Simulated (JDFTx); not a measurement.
BP:

```
P B
1.0
     0.00000    2.26900    2.26900
     2.26900    0.00000    2.26900
     2.26900    2.26900    0.00000
P B
1 1
Direct
  0.75000 0.75000 0.75000
  0.00000 0.00000 0.00000
```

Program: JDFTx 1.7.0 (patched build). Alike in all runs: task single point; no spin polarisation; cell as given; cutoff (eV) 1034; smearing fermi-dirac 0.05 eV.

Problem. Order these runs on this cell by their pressure, lowest first.
A. level HSE06; potentials or basis PseudoDojo-SR-PBE-0.5-standard with smoothed tails; k mesh 4 × 4 × 4; SCF threshold on the energy 1e-07 Ha; mesh quality coarse
B. level PBEsol; potentials or basis PseudoDojo-SR-PBEsol-0.4.1-standard with smoothed tails; k mesh 10 × 10 × 10; SCF threshold on the energy 1e-09 Ha; mesh quality not flagged
C. level LDA; potentials or basis PseudoDojo-SR-LDA-0.4.1-standard with smoothed tails; k mesh 10 × 10 × 10; SCF threshold on the energy 1e-09 Ha; mesh quality not flagged

Solution. C (-5.6 GPa), B (-1.9 GPa), A (0.0 GPa).

Caveats: some runs use coarse meshes; this program's HSE differs a little from the usual definition (some runs); the hybrid runs on potentials with a model core (some runs); the potentials were made for another functional, which shifts forces and pressure (some runs).
